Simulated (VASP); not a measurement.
Set up this calculation in VASP 6.6.1, as the native input.

```yaml
Task: atomic charges
Functional: PBE
Dispersion: rVV10
Potentials_or_basis: VASP PAW PBE potentials, release 64 (Li_sv)
Cutoff: 520 eV
k_mesh: 8 × 8 × 8
Occupations: tetrahedron
Spin: no spin polarisation
Further_INCAR_settings: ALGO = Normal; EDIFF = 1e-06
```

The structure of Li lies in Li.cif:

```cif
data_Li
_cell_length_a 3.50930000
_cell_length_b 3.50930000
_cell_length_c 3.50930000
_cell_angle_alpha 90.00000000
_cell_angle_beta 90.00000000
_cell_angle_gamma 90.00000000
_space_group_name_H-M_alt 'Im-3m'
_space_group_name_Hall '-I 4 2 3'
_space_group_IT_number 229
loop_
_space_group_symop_operation_xyz
'x,y,z'
'-x,-y,-z'
'-y,x,z'
'y,-x,-z'
'-x,-y,z'
'x,y,-z'
'y,-x,z'
'-y,x,-z'
'x,-y,-z'
'-x,y,z'
'-y,-x,-z'
'y,x,z'
'-x,y,-z'
'x,-y,z'
'y,x,-z'
'-y,-x,z'
'z,x,y'
'-z,-x,-y'
'z,-y,x'
'-z,y,-x'
'z,-x,-y'
'-z,x,y'
'z,y,-x'
'-z,-y,x'
'-z,x,-y'
'z,-x,y'
'-z,-y,-x'
'z,y,x'
'-z,-x,y'
'z,x,-y'
'-z,y,x'
'z,-y,-x'
'y,z,x'
'-y,-z,-x'
'x,z,-y'
'-x,-z,y'
'-y,z,-x'
'y,-z,x'
'-x,z,y'
'x,-z,-y'
'-y,-z,x'
'y,z,-x'
'-x,-z,-y'
'x,z,y'
'y,-z,-x'
'-y,z,x'
'x,-z,y'
'-x,z,-y'
'x+1/2,y+1/2,z+1/2'
'-x+1/2,-y+1/2,-z+1/2'
'-y+1/2,x+1/2,z+1/2'
'y+1/2,-x+1/2,-z+1/2'
'-x+1/2,-y+1/2,z+1/2'
'x+1/2,y+1/2,-z+1/2'
'y+1/2,-x+1/2,z+1/2'
'-y+1/2,x+1/2,-z+1/2'
'x+1/2,-y+1/2,-z+1/2'
'-x+1/2,y+1/2,z+1/2'
'-y+1/2,-x+1/2,-z+1/2'
'y+1/2,x+1/2,z+1/2'
'-x+1/2,y+1/2,-z+1/2'
'x+1/2,-y+1/2,z+1/2'
'y+1/2,x+1/2,-z+1/2'
'-y+1/2,-x+1/2,z+1/2'
'z+1/2,x+1/2,y+1/2'
'-z+1/2,-x+1/2,-y+1/2'
'z+1/2,-y+1/2,x+1/2'
'-z+1/2,y+1/2,-x+1/2'
'z+1/2,-x+1/2,-y+1/2'
'-z+1/2,x+1/2,y+1/2'
'z+1/2,y+1/2,-x+1/2'
'-z+1/2,-y+1/2,x+1/2'
'-z+1/2,x+1/2,-y+1/2'
'z+1/2,-x+1/2,y+1/2'
'-z+1/2,-y+1/2,-x+1/2'
'z+1/2,y+1/2,x+1/2'
'-z+1/2,-x+1/2,y+1/2'
'z+1/2,x+1/2,-y+1/2'
'-z+1/2,y+1/2,x+1/2'
'z+1/2,-y+1/2,-x+1/2'
'y+1/2,z+1/2,x+1/2'
'-y+1/2,-z+1/2,-x+1/2'
'x+1/2,z+1/2,-y+1/2'
'-x+1/2,-z+1/2,y+1/2'
'-y+1/2,z+1/2,-x+1/2'
'y+1/2,-z+1/2,x+1/2'
'-x+1/2,z+1/2,y+1/2'
'x+1/2,-z+1/2,-y+1/2'
'-y+1/2,-z+1/2,x+1/2'
'y+1/2,z+1/2,-x+1/2'
'-x+1/2,-z+1/2,-y+1/2'
'x+1/2,z+1/2,y+1/2'
'y+1/2,-z+1/2,-x+1/2'
'-y+1/2,z+1/2,x+1/2'
'x+1/2,-z+1/2,y+1/2'
'-x+1/2,z+1/2,-y+1/2'
loop_
_atom_site_label
_atom_site_type_symbol
_atom_site_symmetry_multiplicity
_atom_site_Wyckoff_symbol
_atom_site_fract_x
_atom_site_fract_y
_atom_site_fract_z
_atom_site_occupancy
Li1 Li 2 a 0.0000000000 0.0000000000 0.0000000000 1
```

The structure of Li lies in POSCAR:

```
Li
 1.0000000000000000
     3.5093000000000001    0.0000000000000000    0.0000000000000000
     0.0000000000000000    3.5093000000000001    0.0000000000000000
     0.0000000000000000    0.0000000000000000    3.5093000000000001
 Li 
   2
Cartesian
  0.0000000000000000  0.0000000000000000  0.0000000000000000
  1.7546500000000000  1.7546500000000000  1.7546500000000000
```

One way to write it, as run:

INCAR

```
PREC = Accurate ; ENCUT = 520
EDIFF = 1E-6 ; ISMEAR = -5
SIGMA = 0.05 ; LREAL = False
LASPH = True ; NELM = 100
ALGO = Normal ; ISIF = 2
LWAVE = False ; LCHARG = True
GGA = PE ; LUSE_VDW = True
IVDW_NL = 2 ; BPARAM = 10.0
CPARAM = 0.0093 ; LORBIT = 10
LELF = True ; LVHAR = True
```

KPOINTS

```
regular mesh
0
Gamma
  8 8 8
```

Potentials or basis: VASP PAW PBE potentials, release 64 (Li_sv).

Launch:

```sh
$ ase convert -i cif -o vasp Li.cif POSCAR
$ cat potpaw_PBE.64/Li_sv/POTCAR > POTCAR
$ mpirun -np 1 vasp_std > vasp.out
```

Results of the run:

```json
{"Band gap on the k mesh": "none (metal or under the smearing width)", "Valence electrons inside the program's atomic spheres": "Li 2.07"}
```

It took 14 s on 1 thread of Intel(R) Xeon(R) 6975P-C (Granite Rapids), on a shared host, peak memory 0.24 GiB.
